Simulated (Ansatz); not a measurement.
**Iridium, bcc under PBE: from relaxation to bulk modulus**

What does PBE give for iridium in the bcc structure? We relax it, solve it on a dense k-mesh, then scale the cell to 7 volumes from 88 to 112 % of the relaxed one and try a fit of the equation of state. The start is ferromagnetic. The k-meshes are 14×14×14 for the relaxation; 23×23×23 for the dense run; 23×23×23 for the volumes.

This is Ir in the bcc structure; at room conditions it is fcc.

Program: Ansatz 0.2.0. Level of theory: DFT PBE, plane waves (420 eV) with PAW, scalar-relativistic. These are calculated values, not measurements.

### 1 Starting point

It takes space group Im-3m (No. 229, cubic). Conventional cell: a = 3.047 Å, b = 3.047 Å, c = 3.047 Å, α = 90.00°, β = 90.00°, γ = 90.00°. Around Ir (site symmetry m-3m) lie 8 Ir at 2.64 Å.

Structure file:

```
Ir
1.0
    -1.52367    1.52367    1.52367
     1.52367   -1.52367    1.52367
     1.52367    1.52367   -1.52367
Ir
1
Direct
  0.00000 0.00000 0.00000
```

Starting moments (μB): +1.

### 2 Geometry optimisation

input.yaml

```yaml
crystal:
  lattice:
    - [-1.5236668997, 1.5236668997, 1.5236668997]
    - [1.5236668997, -1.5236668997, 1.5236668997]
    - [1.5236668997, 1.5236668997, -1.5236668997]
  atoms:
    - { symbol: Ir, position: [0.0, 0.0, 0.0], spin: 1.0 }
hamiltonian:
  xc: pbe
  pseudopotentials:
    kind: paw
    azcp:
      Ir: "pseudopotentials/Ir.paw.azcp"
basis:
  ecutwfc: 420
  fft_grid_basis: typed
kpoints:
  mp_grid: { grid: [14, 14, 14], shift: [0, 0, 0] }
magnetization:
  spin_polarized: true
scf:
  occupations: { method: fermi_dirac, width: 0.05 }
relax:
  max_steps: 60
  f_tol: 0.01
  cell: {}
```

After this run come: The energy on a finer k-mesh; At 88 % of the relaxed volume; At 92 % of the relaxed volume; At 96 % of the relaxed volume; At 100 % of the relaxed volume; At 104 % of the relaxed volume; At 108 % of the relaxed volume; At 112 % of the relaxed volume.

**Question.** What will these runs give? Wanted: space group; conventional cell; volume; shortest distance; gap on the mesh; magnetic state; relative to fcc; V₀, B₀, B₀′.

**Answer**, as computed:

```
                      quantity                                  value
space group (spins left aside)                        Im-3m (No. 229)
             conventional cell                            a = 3.112 Å
                        volume                         15.075 Å³/atom
             shortest distance                                2.695 Å
               gap on the mesh           none (levels filled in part)
                magnetic state  ferromagnetic, up to 0.50 μB per atom
               relative to fcc                          +632 meV/atom
                   V₀, B₀, B₀′           15.088 Å³/atom, 301 GPa, 5.1
```

The relaxation enlarged the cell by 6.5 % in volume. It lies 632 meV/atom above the element's reference form at the same level (fcc, from a run of its own), so it is far from stable. The final state is ferromagnetic (largest moment 0.50 μB). No gap shows: it is a metal or semimetal at this level. The fitted modulus is 301 GPa, among the stiffest elements. The symmetry was held, so the structure may be unstable against distortions that break it.
